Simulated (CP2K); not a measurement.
Runs of CP2K 2026.2 on KCl (Sylvite). It takes space group Fm-3m (No. 225, cubic). The conventional cell has a = 6.293 Å, b = 6.293 Å, c = 6.293 Å, α = 90.00°, β = 90.00°, γ = 90.00°. K (site symmetry m-3m) is surrounded by 6 Cl at 3.15 Å. Cl (site symmetry m-3m) has 6 K at 3.15 Å as nearest neighbours. 

```tsv
task	level	cell	smearing	NGRIDS	cutoff radius of the dispersion sum (A)	gap on the mesh (eV)	pressure (GPa)	largest force (eV/Å)
single point	PBEsol+D4	atoms moved at random, drawn with an rms of 0.1 Å	gaussian 0.05 eV	5	20	(a)	-0.6	0.09
single point	PBE	the cell as VASP's run set it	gaussian 0.02 eV	4	-	5.16	0.8	-
single point	PBE	atoms moved at random, drawn with an rms of 0.05 Å	fermi-dirac 0.05 eV	4	-	5.16	0.8	0.07
single point	PBE	as given	fermi-dirac 0.05 eV	5	-	5.16	0.8	-
```

Alike in all rows: potentials or basis POTENTIAL_UZH K GTH-PBE-q9, Cl GTH-PBE-q7; TZVP-MOLOPT-PBE-GTH basis; no spin polarisation; k mesh 7 × 7 × 7.

Problem. Fill in the values left out.

Solution. (a) 4.98.

Caveats: an odd mesh through Γ misses points on the zone boundary, where band edges often lie; the basis of atomic orbitals isn't converged, which shifts pressures, moduli and gaps; the potentials were made for another functional, which shifts forces and pressure (some runs).
